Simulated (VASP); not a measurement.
# BaS (Fm-3m) in VASP: notebook, part 2 of 2

VASP 6.6.1. The steps go on from the part before.

## 3. Single point, PBEsol

This run uses another cell than the first one, of 35.18 Å³/atom, 1.038 times its volume.

Input file INCAR:

```
SYSTEM = BaS
PREC = Accurate
ENCUT = 520
EDIFF = 1E-7
ISMEAR = 0
SIGMA = 0.01
LREAL = .False.
LASPH = .True.
NELM = 60
ALGO = Normal
ISIF = 2
LWAVE = .False.
LCHARG = .False.
GGA = PS
NBANDS = 15
```

Input file KPOINTS:

```
Automatic mesh
0
Gamma
  6 6 6
  0 0 0
```

Input file POSCAR:

```
BaS
1.0
    0.0000000000      3.2767414078      3.2767414078
    3.2767414078      0.0000000000      3.2767414078
    3.2767414078      3.2767414078      0.0000000000
Ba S
1 1
Direct
    0.0000000000      0.0000000000      0.0000000000
    0.5000000000      0.5000000000      0.5000000000
```

Potentials or basis: VASP PAW PBE potentials, release 64 (Ba_sv, S).

Launch:

```console
$ cat potpaw_PBE.64/Ba_sv/POTCAR potpaw_PBE.64/S/POTCAR > POTCAR
$ mpirun -np 1 vasp_std > vasp.out
```

OUTCAR:

```text
SYSTEM = BaS
   PREC = Accurate
   ENCUT = 520
   EDIFF = 1E-7
   ISMEAR = 0
   LREAL = .False.
   LASPH = .True.
   NELM = 60
   ISIF = 2
   GGA = PS

 ion  position               nearest neighbor table
   1  0.000  0.000  0.000-   2 3.28   2 3.28   2 3.28   2 3.28   2 3.28   2 3.28
   2  0.500  0.500  0.500-   1 3.28   1 3.28   1 3.28   1 3.28   1 3.28   1 3.28

  LATTYP: Found a face centered cubic cell.
 ALAT       =     6.5534828156

  Lattice vectors:

 A1 = (   0.0000000000,   3.2767414078,   3.2767414078)
 A2 = (   3.2767414078,   0.0000000000,   3.2767414078)
 A3 = (   3.2767414078,   3.2767414078,   0.0000000000)

Analysis of symmetry for initial positions (statically):
=====================================================================
 Subroutine PRICEL returns:
 Original cell was already a primitive cell.

 Routine SETGRP: Setting up the symmetry group for a
 face centered cubic supercell.

 Subroutine GETGRP returns: Found 48 space group operations
[... 9 lines left out ...]

 Routine SETGRP: Setting up the symmetry group for a
 face centered cubic supercell.

 Subroutine GETGRP returns: Found 48 space group operations
[... 11 lines left out ...]
                                     Primitive cell

  volume of cell :      70.3650

  direct lattice vectors                    reciprocal lattice vectors
     0.000000000  3.276741408  3.276741408    -0.152590619  0.152590619  0.152590619
     3.276741408  0.000000000  3.276741408     0.152590619 -0.152590619  0.152590619
     3.276741408  3.276741408  0.000000000     0.152590619  0.152590619 -0.152590619

  length of vectors
     4.634012139  4.634012139  4.634012139     0.264294705  0.264294705  0.264294705

  position of ions in fractional coordinates (direct lattice)
     0.000000000  0.000000000  0.000000000
     0.500000000  0.500000000  0.500000000

  ion indices of the primitive-cell ions
   primitive index   ion index
                 1           1
                 2           2

----------------------------------------------------------------------------------------

 KPOINTS: Automatic mesh

Automatic generation of k-mesh.
[... 87 lines left out ...]
   LRPA    =     F    only Hartree local field effects (RPA)
 non-spin polarized calculation
 Gauss-broadening in eV      SIGMA  =   0.01
  energy-cutoff  :      520.00
  volume of cell :       70.36
 maximum number of plane-waves:      1917
 NGX is ok and might be reduce to    36
   NGX = 17   NGY = 17   NGZ = 17

 number of electron      15.9999998 magnetization

 Free energy of the ion-electron system (eV)
  ---------------------------------------------------
  ext. energy  EPLUGINS =         0.00000000
  ---------------------------------------------------
  free energy    TOTEN  =       -10.65213941 eV

  energy without entropy =      -10.65213941  energy(sigma->0) =      -10.65213941

 E-fermi :   1.0564     XC(G=0):  -8.5056

 val. band max:        0.9622860117   @ k =   0.0000   0.0000   0.0000
 cond. band min:       3.0663447111   @ k =   0.5000   0.5000   0.0000
 fundamental gap:      2.1040586993
 Fermi energy:         1.0564202102

 k-point     1 :       0.0000    0.0000    0.0000
  band No.  band energies     occupation
      1     -25.3245      2.00000
      2     -10.3711      2.00000
      3     -10.3711      2.00000
      4     -10.3711      2.00000
      5      -9.2751      2.00000
      6       0.9623      2.00000
      7       0.9623      2.00000
      8       0.9623      2.00000
      9       4.0180      0.00000
     10       4.7306      0.00000
     11       4.7306      0.00000
     12       4.7306      0.00000
     13       5.6022      0.00000
     14       5.6022      0.00000
[... 257 lines left out ...]
      2     -10.6906      2.00000
      3     -10.6898      2.00000
      4     -10.5767      2.00000
      5      -8.8898      2.00000
      6       0.1258      2.00000
      7       0.3644      2.00000
      8       0.5414      2.00000
      9       4.0769      0.00000
     10       6.2239      0.00000
     11       6.7229      0.00000
     12       7.5082      0.00000
     13       8.0537      0.00000
     14       8.6647      0.00000
     15      10.1436      0.00000

------------------------ aborting loop because EDIFF is reached ----------------------------------------

  FORCE on cell =-STRESS in cart. coord.  units (eV):
  Direction    XX          YY          ZZ          XY          YZ          ZX
  --------------------------------------------------------------------------------------
  -------------------------------------------------------------------------------------
  Total       -1.4661222     -1.4661222     -1.4661222      0.0000000      0.0000000      0.0000000
  in kB      -33.3829151    -33.3829151    -33.3829151      0.0000000      0.0000000      0.0000000
  external PRESSURE =     -33.3829151 kB  Pullay stress =       0.0000000 kB

 VOLUME and BASIS-vectors are now :
 -----------------------------------------------------------------------------
  energy-cutoff  :      520.00
  volume of cell :       70.36
      direct lattice vectors                 reciprocal lattice vectors
     0.000000000  3.276741408  3.276741408    -0.152590619  0.152590619  0.152590619
     3.276741408  0.000000000  3.276741408     0.152590619 -0.152590619  0.152590619
     3.276741408  3.276741408  0.000000000     0.152590619  0.152590619 -0.152590619

 POSITION                                       TOTAL-FORCE (eV/Angst)
 -----------------------------------------------------------------------------------
      0.00000      0.00000      0.00000         0.000000     -0.000000     -0.000000
      3.27674      3.27674      3.27674        -0.000000      0.000000      0.000000
 -----------------------------------------------------------------------------------
    total drift:                                0.000000      0.000000      0.000000

  FREE ENERGIE OF THE ION-ELECTRON SYSTEM (eV)
  ---------------------------------------------------
  free  energy   TOTEN  =       -10.6521394081 eV

  energy  without entropy=      -10.6521394081  energy(sigma->0) =      -10.65213941
```

OSZICAR:

```text
N       E                     dE             d eps       ncg     rms          rms(c)
DAV:   1     0.802392958254E+02    0.80239E+02   -0.66818E+03   480   0.917E+02
DAV:   2    -0.630123408065E+01   -0.86541E+02   -0.78203E+02   635   0.166E+02
DAV:   3    -0.110264499099E+02   -0.47252E+01   -0.46947E+01   658   0.410E+01
DAV:   4    -0.111097459868E+02   -0.83296E-01   -0.83281E-01   612   0.538E+00
DAV:   5    -0.111117620549E+02   -0.20161E-02   -0.20161E-02   650   0.702E-01    0.415E+00
DAV:   6    -0.106512666908E+02    0.46050E+00   -0.61982E-01   550   0.471E+00    0.281E+00
DAV:   7    -0.106455886217E+02    0.56781E-02   -0.13978E-01   593   0.206E+00    0.165E+00
DAV:   8    -0.106524940533E+02   -0.69054E-02   -0.22938E-02   529   0.954E-01    0.306E-01
DAV:   9    -0.106515746943E+02    0.91936E-03   -0.28887E-03   613   0.309E-01    0.154E-01
DAV:  10    -0.106521101986E+02   -0.53550E-03   -0.65994E-04   529   0.154E-01    0.268E-02
DAV:  11    -0.106521378452E+02   -0.27647E-04   -0.37722E-05   627   0.337E-02    0.128E-02
DAV:  12    -0.106521393997E+02   -0.15545E-05   -0.31254E-06   515   0.115E-02    0.295E-03
DAV:  13    -0.106521394081E+02   -0.83469E-08   -0.88941E-08   584   0.183E-03
   1 F= -.10652139E+02 E0= -.10652139E+02  d E =-.257101E-42
```

It took 7.4 s on 1 thread of Intel Xeon 6975P-C (Granite Rapids), shared host; peak memory 0.2 GiB.

Results:

| Property | Result |
| --- | --- |
| Free energy | -10.6521 eV |
| Pressure | -3.3 GPa |
| Band gap on the k mesh | 2.10 eV, indirect (least direct gap 2.28 eV) |

Caveat: the PAW data sets were made with another functional, which shifts forces and pressure a little; spin-orbit coupling is left out, which moves the levels of the heavy elements.

## 4. Single point, PBEsol

This run uses another cell than the first one, of 36.49 Å³/atom, 1.077 times its volume.

Input file INCAR:

```
PREC = Accurate
ENCUT = 520
EDIFF = 1E-6
ISMEAR = 0
SIGMA = 0.01
LREAL = False
LASPH = True
NELM = 60
ALGO = Normal
ISIF = 2
LWAVE = False
LCHARG = False
GGA = PS
NBANDS = 15
```

Input file KPOINTS:

```
Automatic mesh
0
Gamma
  6 6 6
```

Input file POSCAR:

```
BaS
1.0
    0.0000000000      3.3167056076      3.3167056076
    3.3167056076      0.0000000000      3.3167056076
    3.3167056076      3.3167056076      0.0000000000
Ba S
1 1
Direct
    0.0000000000      0.0000000000      0.0000000000
    0.5000000000      0.5000000000      0.5000000000
```

Launch:

```console
$ cat potpaw_PBE.64/Ba_sv/POTCAR potpaw_PBE.64/S/POTCAR > POTCAR
$ mpirun -np 1 vasp_std > vasp.out
```

It took 7.4 s on 1 thread of Intel Xeon 6975P-C (Granite Rapids), shared host; peak memory 0.21 GiB.

The run converged. Its results:

```
Free energy            : -10.5897 eV
Pressure               : -4.3 GPa
Band gap on the k mesh : 2.15 eV, indirect (least direct gap 2.34 eV)
```

Levels at points of the mesh, in eV from the valence-band top:
| k point | band 4 | band 5 | band 6 | band 7 | band 8 | band 9 | band 10 | band 11 | band 12 | band 13 |
| --- | --- | --- | --- | --- | --- | --- | --- | --- | --- | --- |
| (0.00, 0.00, 0.00) | -11.46 | -10.19 | 0.00 | 0.00 | 0.00 | 2.90 | 3.75 | 3.75 | 3.75 | 4.59 |
| (0.50, 0.00, 0.00) | -11.49 | -9.37 | -1.76 | -0.91 | -0.91 | 5.09 | 5.18 | 5.83 | 5.83 | 8.05 |
| (0.50, 0.50, 0.00) | -11.59 | -10.08 | -0.64 | -0.19 | -0.19 | 2.15 | 5.28 | 5.60 | 6.89 | 6.89 |

Caveat: the PAW data sets were made with another functional, which shifts forces and pressure a little; spin-orbit coupling is left out, which moves the levels of the heavy elements.

## 5. The runs side by side

| cell | gap on the mesh (eV) | pressure (GPa) |
| --- | --- | --- |
| a = 4.576 Å, angles 60.0°, 2 atoms | 2.05 | -2.1 |
| a = 4.634 Å, angles 60.0°, 2 atoms | 2.10 | -3.3 |
| a = 4.691 Å, angles 60.0°, 2 atoms | 2.15 | -4.3 |

Alike in all rows: task single point; level PBEsol; potentials or basis VASP PAW PBE potentials, release 64 (Ba_sv, S); no spin polarisation; k mesh 6 × 6 × 6; cutoff (eV) 520; smearing gaussian 0.01 eV.

Caveats: the PAW data sets were made with another functional, which shifts forces and pressure a little; spin-orbit coupling is left out, which moves the levels of the heavy elements.

Absolute energies hang on the potentials; compare differences alone.

## 6. Against experiment

Step 2. A measured gap of BaS is 3.806 eV (indirect; 2 K; a printed reference work, monograph, original work of 1988); the calculated 2.05 eV misses it by -1.76 eV. Spin-orbit coupling on Ba is left out. The value is that of PBEsol on a finite k mesh, which can miss the band edges, without temperature or zero-point motion. Semilocal functionals fall short of measured gaps as a rule.
